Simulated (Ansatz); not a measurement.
CdTe: single point with PBE

**Experimental background.**

From a printed reference work, data compilation, for a bulk crystal of CdTe at 0 K: band gap 1.607 eV.

CdTe:

```xyz
2
Lattice="0.0000 3.2050 3.2050 3.2050 0.0000 3.2050 3.2050 3.2050 0.0000" Properties=species:S:1:pos:R:3 pbc="T T T"
Te    4.8075    4.8075    4.8075
Cd    0.0000    0.0000    0.0000
```

* Program: Ansatz 0.2.0
* Task: single point
* Functional: PBE
* Potentials or basis: all-electron LAPW, scalar-relativistic
* Cutoff: 260 eV (chosen from the basis error)
* Basis error allowed: 0.001 eV/atom
* k mesh: 7 × 7 × 7
* Occupations: gaussian, width 0.019 eV
* Spin: no spin polarisation

```json
{"Pressure": "4.3 GPa", "Band gap on the k mesh": "0.87 eV, direct"}
```

Levels at points of the mesh, in eV from the valence-band top:
```tsv
k point	band 19	band 20	band 21	band 22	band 23	band 24	band 25	band 26
(0.00, 0.00, 0.00)	-8.11	0.00	0.00	0.00	0.87	4.60	4.60	4.60
```

Wall time 14 s on 1 thread of Arm Neoverse V1, with other jobs on the host, peak memory 0.29 GiB.

Against the measured gap of CdTe, 1.607 eV (0 K; a printed reference work, data compilation), the calculated 0.87 eV is off by -0.73 eV. Spin-orbit coupling on Cd, Te is left out. The value is that of PBE, without temperature or zero-point motion. Semilocal functionals fall short of measured gaps as a rule.

Caveat: spin-orbit coupling is left out, which moves the levels of the heavy elements.
